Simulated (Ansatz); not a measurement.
# TaN: the cost of one run

Program: Ansatz 0.2.0. Level of theory: DFT PBE, scalar-relativistic, plane waves, PAW. These are calculated values, not measurements.

## Step 1: Starting point

It takes space group P6_3mc (No. 186, hexagonal). Conventional cell: a = 3.152 Å, b = 3.152 Å, c = 6.105 Å, α = 90.00°, β = 90.00°, γ = 120.00°. Around Ta (site symmetry 3m) lie 4 N at 1.98 to 2.11 Å. N (site symmetry 3m) has 4 Ta at 1.98 to 2.11 Å as nearest neighbours.

As a file:

```
Ta N
1.0
     3.15189    0.00000    0.00000
    -1.57595    2.72962    0.00000
     0.00000    0.00000    6.10500
Ta N
2 2
Cartesian
  0.0000 1.8197 0.1865
  1.5759 0.9099 3.2390
  0.0000 1.8197 2.1639
  1.5759 0.9099 5.2164
```

This cell was relaxed beforehand with the same method: volume 13.13 Å³/atom, gap on the mesh none (metal).

## Step 2: The cell scaled to 0.97 of its volume

input.yaml reads:

```yaml
crystal:
  lattice:
    - [3.1200530846, 0.0, 0.0]
    - [-1.5600265423, 2.7020452324, 0.0]
    - [0.0, 0.0, 6.0433261569]
  atoms:
    - { symbol: Ta, position: [0.3333333333, 0.6666666667, 0.0305473923] }
    - { symbol: Ta, position: [0.6666666667, 0.3333333333, 0.5305473923] }
    - { symbol: "N", position: [0.3333333333, 0.6666666667, 0.3544526077] }
    - { symbol: "N", position: [0.6666666667, 0.3333333333, 0.8544526077] }
basis:
  ecutwfc: 420
kpoints:
  mp_grid: { grid: [18, 18, 8] }
hamiltonian:
  xc: pbe
scf:
  occupations: { method: gaussian, width: 0.1 }
output:
  forces: true
  stress: true
  eigenvalues: true
relax:
  adjacent_minimum: "off"
  f_tol: 0.01
  max_steps: 30
  cell: { stress_tol: 0.1, fix: [volume] }
```

Command:

```bash
$ ansatz run input.yaml --threads 1 --pin off --max-ram 2560MiB --backend cpu --events-out ev --progress --plain --runs-dir out
```

**Question.** How long does this run take on 1 thread of AMD EPYC 7R43 (Zen 3), shared host, and how much memory does it need?

About 61 s, with a peak of 0.56 GiB.
